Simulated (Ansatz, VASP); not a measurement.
TaN in VASP and in Ansatz

The input INCAR:

```
PREC     = Accurate       # precision mode
ENCUT    = 520            # plane-wave cutoff, eV
EDIFF    = 1E-6           # SCF threshold, eV
ISMEAR   = -1             # smearing method
SIGMA    = 0.02           # smearing width, eV
LREAL    = F              # projectors in reciprocal space
LASPH    = T              # aspherical terms in the spheres
NELM     = 60             # most SCF steps
ALGO     = Normal         # electronic algorithm
ISIF     = 2              # what is computed and relaxed
LWAVE    = F              # write WAVECAR
LCHARG   = F              # write CHGCAR
GGA      = PE             # functional
NBANDS   = 15             # bands
```

The input KPOINTS:

```
regular mesh
0
Gamma
  12 12 10
```

POSCAR

```
TaN
1.0
    2.8780228691      0.0000000000      0.0000000000
   -1.4390114346      2.4924409174      0.0000000000
    0.0000000000      0.0000000000      2.8241467514
Ta N
1 1
Direct
    0.3333333333      0.6666666667      0.5000000000
    0.0000000000      0.0000000000      0.0000000000
```

Input for Ansatz:

```yaml
crystal:
  lattice:
    - [2.8780228691, 0.0, 0.0]
    - [-1.4390114346, 2.4924409174, 0.0]
    - [0.0, 0.0, 2.8241467514]
  atoms:
    - { symbol: Ta, position: [0.3333333333, 0.6666666667, 0.5] }
    - { symbol: "N", position: [0.0, 0.0, 0.0] }
kpoints:
  mp_grid: { grid: [12, 12, 10] }
  band_path:
    path:
      - [0.0, 0.0, 0.0]
      - [0.5, 0.0, 0.0]
      - [0.3333333333, 0.3333333333, 0.0]
      - [0.0, 0.0, 0.0]
      - [0.0, 0.0, 0.5]
      - [0.5, 0.0, 0.5]
      - [0.3333333333, 0.3333333333, 0.5]
      - [0.0, 0.0, 0.5]
      - [0.5, 0.0, 0.5]
    npoints: 5
scf:
  occupations: { method: fermi_dirac, width: 0.02 }
hamiltonian:
  xc: pbe
  pseudopotentials: { kind: all_electron, lapw: { basis_error: 0.0005 } }
output:
  forces: true
  stress: true
  eigenvalues: true
```

Change from the starting cell: volume scaled by 0.94.

Alike in both runs: task single point; functional PBE; k mesh 12 × 12 × 10; occupations fermi-dirac, width 0.02 eV; no spin polarisation.

|  | VASP | Ansatz |
| --- | --- | --- |
| version | VASP 6.6.1 | Ansatz 0.2.0 |
| potentials or method | VASP PAW PBE potentials, release 64 (Ta_pv, N) | all-electron LAPW, scalar-relativistic |
| plane-wave cutoff (eV) | 520 | see its input |

```csv
,VASP,Ansatz,Ansatz less VASP
pressure (GPa),31.0,29.9,-1.07
largest component of the traceless stress (GPa),2.83,2.65,-0.176
```

Ansatz ran all-electron here, so the differences hold the error of VASP's frozen core and of both bases.

Caveats: so large a pressure means that the cell lies far from this level's equilibrium, or that cutoff or potentials fall short (VASP). Spin-orbit coupling is left out, which matters for the levels of Ta.
